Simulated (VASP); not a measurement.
Wanted: the native input for a VASP 6.6.1 run.

```
Task                            : RPA correlation energy
Functional                      : PBE
Potentials or basis             : VASP PAW PBE potentials, release 64 (W_sv_GW)
Cutoff                          : 450 eV
k mesh                          : 8 × 8 × 8
Occupations                     : gaussian, width 0.05 eV
Spin                            : no spin polarisation
Cutoff of the response function : 250
Frequency points                : 12
Further INCAR settings          : ALGO = ACFDT; EDIFF = 1e-08; NBANDS = 370
```

W:

```xyz
1
Lattice="-1.5783 1.5783 1.5783 1.5783 -1.5783 1.5783 1.5783 1.5783 -1.5783" Properties=species:S:1:pos:R:3 pbc="T T T"
W     0.0000    0.0000    0.0000
```

These files were run (other wordings do the same):

POSCAR

```
W
1.0
   -1.5782900000      1.5782900000      1.5782900000
    1.5782900000     -1.5782900000      1.5782900000
    1.5782900000      1.5782900000     -1.5782900000
W
1
Direct
    0.0000000000      0.0000000000      0.0000000000
```

INCAR.step1

```
SYSTEM = W
PREC = Accurate
ENCUT = 450
EDIFF = 1E-8
ISMEAR = 0
SIGMA = 0.05
LREAL = .False.
LASPH = .True.
NELM = 60
ALGO = Normal
LWAVE = .True.
LCHARG = .False.
GGA = PE
```

INCAR.step2

```
SYSTEM = W
PREC = Accurate
ENCUT = 450
EDIFF = 1E-8
ISMEAR = 0
SIGMA = 0.05
LREAL = .False.
LASPH = .True.
NELM = 1
ALGO = EIGENVAL
LWAVE = .False.
LCHARG = .False.
GGA = PE
LHFCALC = .True.
AEXX = 1.0
ALDAC = 0.0
AGGAC = 0.0
ISTART = 1
PRECFOCK = Fast
```

INCAR.step3

```
SYSTEM = W
PREC = Accurate
ENCUT = 450
EDIFF = 1E-8
ISMEAR = 0
SIGMA = 0.05
LREAL = .False.
LASPH = .True.
NELM = 1
ALGO = Exact
LWAVE = .True.
LCHARG = .False.
GGA = PE
NBANDS = 370
LOPTICS = .True.
ISTART = 1
```

INCAR.step4

```
SYSTEM = W
PREC = Accurate
ENCUT = 450
EDIFF = 1E-8
ISMEAR = 0
SIGMA = 0.05
LREAL = .False.
LASPH = .True.
NELM = 60
ALGO = ACFDT
LWAVE = .False.
LCHARG = .False.
GGA = PE
NBANDS = 370
ENCUTGW = 250
NOMEGA = 12
ISTART = 1
PRECFOCK = Fast
```

KPOINTS

```
Automatic mesh
0
Gamma
  8 8 8
  0 0 0
```

Potentials or basis: VASP PAW PBE potentials, release 64 (W_sv_GW).

Run with:

```console
$ cat potpaw_PBE.64/W_sv_GW/POTCAR > POTCAR
$ cp INCAR.step1 INCAR
$ mpirun -np 1 vasp_std > vasp.out
$ cp INCAR.step2 INCAR
$ mpirun -np 1 vasp_std > vasp.out
$ cp INCAR.step3 INCAR
$ mpirun -np 1 vasp_std > vasp.out
$ cp INCAR.step4 INCAR
$ mpirun -np 1 vasp_std > vasp.out
```

Results of the run:

* Band gap on the k mesh, mean-field level: none (metal or under the smearing width)
* RPA correlation energy: -24.738 eV/atom
* RPA total energy per cell: -47.065 eV
* RPA correlation energy per cell: -24.738 eV

Caveat: the ground state has no gap, which makes the many-body step unreliable.

Wall time 60 min on 1 thread of Intel(R) Xeon(R) Platinum 8259CL CPU @ 2.50GHz (Skylake/Cascade Lake) (shared host), peak memory 1.4 GiB.
